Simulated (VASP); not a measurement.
Crystal: W.

```
CELL_PARAMETERS angstrom
0.00000 1.99582 1.99582
1.99582 0.00000 1.99582
1.99582 1.99582 0.00000
ATOMIC_POSITIONS crystal
W 0.00000 0.00000 0.00000
```

This isn't the form of W at room conditions, which is bcc.

```yaml
Program: VASP 6.6.1
Task: relaxation of cell and atoms
Functional: RPBE
Potentials_or_basis: VASP PAW PBE potentials, release 64 (W_sv)
Cutoff: 600 eV
k_mesh: 18 × 18 × 18
Occupations: gaussian, width 0.1 eV
Spin: no spin polarisation
```

At the start: pressure 14.8 GPa; volume 15.90 Å³/atom.

How do energy, volume and symmetry change on relaxing?

Over 4 steps the energy falls by 35.0 meV/atom and the volume is 16.69 Å³/atom (+5.0 %); space group Fm-3m (No. 225, to 0.05 Å).

The path:
```csv
step,energy change (eV),largest force (eV/Å),pressure (GPa),volume (Å³)
1,0.0000,0.0000,14.77,15.90
2,0.2815,0.0000,-31.15,19.52
3,-0.0348,0.0000,-0.82,16.74
4,-0.0350,0.0000,-0.04,16.69
```

Final structure:
```cif
data_structure
_symmetry_space_group_name_H-M 'P 1'
_symmetry_Int_Tables_number 1
_cell_length_a 2.8686
_cell_length_b 2.8686
_cell_length_c 2.8686
_cell_angle_alpha 60.000
_cell_angle_beta 60.000
_cell_angle_gamma 60.000
_cell_volume 16.69
loop_
_atom_site_label
_atom_site_type_symbol
_atom_site_fract_x
_atom_site_fract_y
_atom_site_fract_z
_atom_site_occupancy
W1 W 0.00000 0.00000 0.00000 1
```

Caveat: the PAW data sets were made with another functional, which shifts forces and pressure a little.
